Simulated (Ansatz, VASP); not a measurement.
# In: VASP beside Ansatz

```
In
1.0
     3.26343    0.00000    0.00000
     0.00000    3.26343    0.00000
     0.00000    0.00000    3.26343
In
1
Direct
  0.00000 0.00000 0.00000
```

Alike in both runs: task single point; functional RPBE; k mesh 11 × 11 × 11; occupations fermi-dirac, width 0.1 eV; no spin polarisation.

|  | VASP | Ansatz |
| --- | --- | --- |
| version | VASP 6.6.1 | Ansatz 0.2.0 |
| potentials or method | VASP PAW PBE potentials, release 64 (In_d) | plane waves (420 eV) with PAW, scalar-relativistic |
| plane-wave cutoff (eV) | 520 | 420 |
| valence electrons in the cell | 13 | 13 |

Ansatz gave:

| Quantity | Value |
| --- | --- |
| pressure (GPa) | -2.0 |

Which values does VASP return?

Pressure (GPa): -2.1.

Caveats: the PAW data sets were made with another functional, which shifts forces and pressure a little (VASP).
